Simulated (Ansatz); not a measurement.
# Calculated ⁵¹V NMR of the central transition for V2O5

Cell: a Materials Project structure (computed, not necessarily an observed phase), taken as it stands.

```cif
data_structure
_symmetry_space_group_name_H-M 'P 1'
_symmetry_Int_Tables_number 1
_cell_length_a 6.2873
_cell_length_b 3.5539
_cell_length_c 7.2174
_cell_angle_alpha 90.000
_cell_angle_beta 90.139
_cell_angle_gamma 90.000
_cell_volume 161.27
loop_
_atom_site_label
_atom_site_type_symbol
_atom_site_fract_x
_atom_site_fract_y
_atom_site_fract_z
_atom_site_occupancy
V1 V 0.74178 0.25000 0.72449 1
V2 V 0.25822 0.75000 0.27551 1
V3 V 0.19493 0.25000 0.90276 1
V4 V 0.80507 0.75000 0.09724 1
O5 O 0.74035 0.75000 0.80874 1
O6 O 0.25965 0.25000 0.19126 1
O7 O 0.03742 0.25000 0.70517 1
O8 O 0.96258 0.75000 0.29483 1
O9 O 0.44089 0.25000 0.82625 1
O10 O 0.55911 0.75000 0.17375 1
O11 O 0.14566 0.75000 0.96887 1
O12 O 0.67986 0.25000 0.51179 1
O13 O 0.32014 0.75000 0.48821 1
O14 O 0.85434 0.25000 0.03113 1
```

Atom numbers follow the list; atoms alike are taken as one site, whose name carries the number of the first.

Level of theory: DFT, r2SCAN, plane waves and PAW, scalar-relativistic, 500 eV cutoff, Γ-centred 4×6×3 k-points, Fermi–Dirac smearing 0.02 eV (Ansatz 0.2.0).

⁵¹V has I = 7/2 and Q = -52.00 mb (Pyykkö 2018); at 16.4 T its Larmor frequency is ν₀ = 183.9 MHz. Only the quadrupole interaction is simulated: positions count from each site's isotropic chemical shift, and J coupling is left out, as are shift anisotropy and dipolar coupling, which fast spinning averages.

(1) What does the ⁵¹V spectrum (fast magic-angle spinning) show for each site?

Answers

(1) 

| site | first shell | C_Q (MHz) | η | P_Q (MHz) | δ_QIS (ppm) | breadth (kHz) |
| --- | --- | --- | --- | --- | --- | --- |
| V1 | 5 O at 1.58–2.03 Å; also 1 O at 2.32 Å | -5.35 | 0.57 | 5.63 | -2.39 | 1.02 |
| V3 | 5 O at 1.64–2.12 Å; also 1 O at 2.34 Å | -3.98 | 0.48 | 4.13 | -1.28 | 0.548 |

δ_QIS = −(ν_Q²/30ν₀²)[I(I+1) − 3/4](1 + η²/3) × 10⁶ ppm with ν_Q = 3|C_Q|/[2I(2I−1)]; it falls as 1/B₀² in ppm, and the breadth as 1/B₀ in kHz.

At this cell the principal stresses reach 5 GPa in size with r2SCAN, which can matter for small gradients. The largest force is 1.2 eV/Å, so the atoms aren't at the calculated equilibrium and relaxing them would move these values.
